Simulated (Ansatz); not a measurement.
## GaAs: one input, then a changed one

The cell is COD entry 9008845, as deposited and not checked against the literature; nothing was relaxed.

First run: DFT, PBE, all-electron LAPW, non-relativistic (Ansatz 0.2.0).

Command: `ansatz run input.yaml --threads 1 --pin off --max-ram 2048MiB --backend cpu --events-out ev --progress --plain --runs-dir out` The run took 38 s on 1 thread of Arm Neoverse V1, on a shared host, peak memory 0.39 GiB.

```yaml
crystal:
  lattice:
    - [0.0, 2.82685, 2.82685]
    - [2.82685, 0.0, 2.82685]
    - [2.82685, 2.82685, 0.0]
  atoms:
    - { symbol: Ga, position: [0.0, 0.0, 0.0] }
    - { symbol: As, position: [0.75, 0.75, 0.75] }
kpoints:
  mp_grid: { grid: [11, 11, 11] }
  band_path:
    path:
      - [0.0, 0.0, 0.0]
      - [-0.5, -0.5, 0.0]
      - [-0.375, -0.375, 0.25]
      - [-0.375, 0.0, 0.375]
      - [0.0, 0.0, 0.0]
      - [0.0, 0.0, 0.5]
      - [-0.5, -0.25, 0.25]
      - [-0.5, -0.5, 0.0]
    npoints: 5
scf:
  occupations: { method: fermi_dirac, width: 0.05 }
hamiltonian:
  xc: pbe
  pseudopotentials:
    kind: all_electron
    lapw: { basis_error: 0.0005 }
    relativity: none
output:
  forces: true
  stress: true
  eigenvalues: true
```

Result: converged; pressure 3.98 GPa; gap on the k mesh 1.18 eV (the mesh can miss the band edges); 7 SCF iterations.

The input is then changed:

```diff
@@ -5,6 +5,6 @@
     - [2.82685, 2.82685, 0.0]
   atoms:
-    - { symbol: Ga, position: [0.0, 0.0, 0.0] }
-    - { symbol: As, position: [0.75, 0.75, 0.75] }
+    - { symbol: Ga, position: [0.0, 0.0, 0.0], spin: 0.2 }
+    - { symbol: As, position: [0.75, 0.75, 0.75], spin: 0.2 }
 kpoints:
   mp_grid: { grid: [11, 11, 11] }
@@ -23,5 +23,5 @@
   occupations: { method: fermi_dirac, width: 0.05 }
 hamiltonian:
-  xc: pbe
+  xc: pbesol
   pseudopotentials:
     kind: all_electron
@@ -32,3 +32,5 @@
   stress: true
   eigenvalues: true
+magnetization:
+  spin_polarized: true
```

(1) Predict the outcome of the changed run.

Answers

(1) It converged; pressure 0.90 GPa; moment 0.00 μB; 14 SCF iterations.
